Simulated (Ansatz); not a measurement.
# Hf2S: the cost of one run

Computed with Ansatz 0.2.0 (DFT r2SCAN, scalar-relativistic, plane waves, PAW, unless a step's input says otherwise).

1 further run of the same task is left out (set aside as unsound or not needed).

### Step 1. The structure to begin with

The structure is hexagonal, space group P6_3/mmc (No. 194). Conventional cell: a = 3.381 Å, b = 3.381 Å, c = 11.741 Å, α = 90.00°, β = 90.00°, γ = 120.00°. Hf (site symmetry 3m) has 3 S at 2.63 Å as nearest neighbours. S (site symmetry -6m2) is surrounded by 6 Hf at 2.63 Å.

Coordinates:

```
Hf S
1.0
     3.38143    0.00000    0.00000
    -1.69071    2.92840    0.00000
     0.00000    0.00000   11.74095
Hf S
4 2
Direct
  0.66667 0.33333 0.89973
  0.33333 0.66667 0.39973
  0.66667 0.33333 0.60027
  0.33333 0.66667 0.10027
  0.00000 0.00000 0.75000
  0.00000 0.00000 0.25000
```

It goes back to an entry of the Materials Project, which need not be the stable form.

It is the result of an earlier relaxation at this level (volume 19.38 Å³/atom; gap on the mesh: none (metal)).

### Step 2. Static run: bands, density of states and charges

input.yaml

```yaml
crystal:
  lattice:
    - [3.381429367, 0.0, 0.0]
    - [-1.6907146835, 2.9284037329, 0.0]
    - [0.0, 0.0, 11.7409507513]
  atoms:
    - { symbol: Hf, position: [0.6666666667, 0.3333333333, 0.8997311407] }
    - { symbol: Hf, position: [0.3333333333, 0.6666666667, 0.3997311407] }
    - { symbol: Hf, position: [0.6666666667, 0.3333333333, 0.6002688593] }
    - { symbol: Hf, position: [0.3333333333, 0.6666666667, 0.1002688593] }
    - { symbol: S, position: [0.0, 0.0, 0.75] }
    - { symbol: S, position: [0.0, 0.0, 0.25] }
basis:
  ecutwfc: 500
kpoints:
  mp_grid: { grid: [12, 12, 4] }
  band_path:
    path:
      - [[0.0, 0.0, 0.0], [0.5, 0.0, 0.0], [0.33333333, 0.33333333, 0.0], [0.0, 0.0, 0.0], [0.0, 0.0, 0.5], [0.5, 0.0, 0.5], [0.33333333, 0.33333333, 0.5], [0.0, 0.0, 0.5]]
      - [[0.5, 0.0, 0.5], [0.5, 0.0, 0.0]]
      - [[0.33333333, 0.33333333, 0.5], [0.33333333, 0.33333333, 0.0]]
    npoints: 14
hamiltonian:
  xc: r2scan
scf:
  occupations: { method: gaussian, width: 0.1 }
  n_extra_bands: 15
output:
  forces: true
  stress: true
  eigenvalues: true
  populations: true
  dos: { projected: true, de: 0.02, nscf_kmesh: { grid: [18, 18, 6] } }
  bader: true
```

On the command line:

```bash
$ ansatz run input.yaml --threads 1 --pin off --max-ram 2560MiB --backend cpu --events-out ev --progress --plain --runs-dir out
```

**Question.** How long does this run take on 1 thread of Arm Neoverse V1, shared host, and how much memory does it need?

About 4.8 min, with a peak of 1.2 GiB.
